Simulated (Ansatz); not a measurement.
## BN (Fmm2), random displacements

These are results of DFT PBE+D3(BJ), scalar-relativistic, plane waves, PAW in Ansatz 0.2.0, not measurements. The runs took a 420 eV cutoff, a Γ-centred 6×6×6 mesh and cold smearing (0.4 eV). No spin polarisation. Energies are free energies at this smearing, counted from the undisturbed cell; pressure is positive in compression.

Reference structure (as given, not relaxed at this level; this form isn't the usual structure):

```
CELL_PARAMETERS angstrom
0.00000 0.00000 4.33218
2.50326 3.49532 2.16609
-2.50326 3.49532 2.16609
ATOMIC_POSITIONS crystal
B 0.50005 0.75000 0.25000
B 0.50005 0.25000 0.75000
B 0.00005 0.50000 0.50000
B 0.00005 0.00000 0.00000
N 0.16665 0.75000 0.25000
N 0.16665 0.25000 0.75000
N 0.66665 0.50000 0.50000
N 0.66665 0.00000 0.00000
```

The atoms are displaced (Å, in the unstrained cell):

```tsv
atom	ux	uy	uz
B1	-0.056	0.006	-0.013
B2	0.025	0.031	0.014
B3	-0.004	0.000	-0.028
B4	0.024	-0.024	-0.015
N5	0.036	-0.025	0.013
N6	0.016	0.015	0.017
N7	-0.020	0.001	0.031
N8	-0.021	-0.004	-0.019
```

The cell is not strained.

(1) What are the energy change, the stress and the forces?

## Answers

(1) ΔE = 30.5 meV/atom; stress (xx, yy, zz, yz, xz, xy; compression positive) (-0.08, -1.06, 5.11, -0.02, -0.33, 0.02) GPa; gap on the mesh 3.62 eV.
```
atom Fx (eV/Å) Fy Fz
  B1       2.15  -0.25   0.64
  B2      -2.13  -0.36  -0.43
  B3       0.96  -0.04   2.86
  B4      -0.33   0.29   0.52
  N5      -1.88   0.10  -1.41
  N6       0.24  -0.02  -0.87
  N7       0.51   0.17  -1.76
  N8       0.48   0.10   0.45
```

Cost: 1 run of about 0.39 core-minutes, on Intel Xeon Processor @ 2.50GHz (Skylake/Cascade Lake) (shared hosts).